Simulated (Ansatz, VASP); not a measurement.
## Two plane-wave programs on BN

Contents of INCAR:

```
PREC = Accurate
ENCUT = 600
EDIFF = 1E-7
ISMEAR = 0
SIGMA = 0.02
LREAL = False
LASPH = True
NELM = 100
ALGO = Normal
ISIF = 3
LWAVE = False
LCHARG = False
GGA = PE
IVDW = 12
IBRION = 2
NSW = 100
EDIFFG = -0.01
```

Contents of KPOINTS:

```
regular mesh
0
Gamma
  12 12 12
```

The input POSCAR:

```
BN
1.0
    1.2511217600      0.7223355200      3.3729343400
   -1.2511217600      0.7223355200      3.3729343400
    0.0000000000     -1.4446710300      3.3729343400
B N
1 1
Direct
    0.9996712200      0.9996712200      0.9996712200
    0.3327617900      0.3327617900      0.3327617900
```

Input for Ansatz:

```yaml
crystal:
  lattice:
    - [1.25112176, 0.72233552, 3.37293434]
    - [-1.25112176, 0.72233552, 3.37293434]
    - [0.0, -1.44467103, 3.37293434]
  atoms:
    - { symbol: B, position: [0.99967122, 0.99967122, 0.99967122] }
    - { symbol: "N", position: [0.33276179, 0.33276179, 0.33276179] }
basis:
  ecutwfc: 420
kpoints:
  mp_grid: { grid: [12, 12, 12] }
hamiltonian:
  xc: pbe
  dispersion: d3bj
scf:
  occupations: { method: gaussian, width: 0.02 }
output:
  forces: true
  stress: true
  eigenvalues: true
  write_density: true
  write_potential: true
  elf: true
  volumetric_format: npy
relax:
  adjacent_minimum: "off"
  f_tol: 0.01
  max_steps: 80
  cell: { stress_tol: 0.05 }
```

Alike in both runs: task relaxation of cell and atoms; functional PBE; dispersion D3(BJ); k mesh 12 × 12 × 12; occupations gaussian, width 0.02 eV; no spin polarisation.

|  | VASP | Ansatz |
| --- | --- | --- |
| version | VASP 6.6.1 | Ansatz 0.2.0 |
| potentials or method | VASP PAW PBE potentials, release 64 (B, N) | scalar-relativistic, plane waves, PAW |
| plane-wave cutoff (eV) | 600 | 420 |
| valence electrons in the cell | 8 | 8 |

Ansatz gave:

```
gap on the k mesh at the Fermi level, each at its own relaxed structure (eV) : 4.24
relaxed volume (Å³/atom)                                                     : 8.96
relaxed cell length with the largest relative difference (Å)                 : 3.599
energy change over the relaxation (meV/atom)                                 : -1
```

Problem. Which values does VASP return?

Solution. gap on the k mesh at the Fermi level, each at its own relaxed structure (eV): 4.22; relaxed volume (Å³/atom): 8.88; relaxed cell length with the largest relative difference (Å): 3.573; energy change over the relaxation (meV/atom): -1.

Ansatz warned: «structure_snapped_to_symmetry».

A k mesh can miss the band edges. As with any semilocal functional, this PBE gap is likely too small.
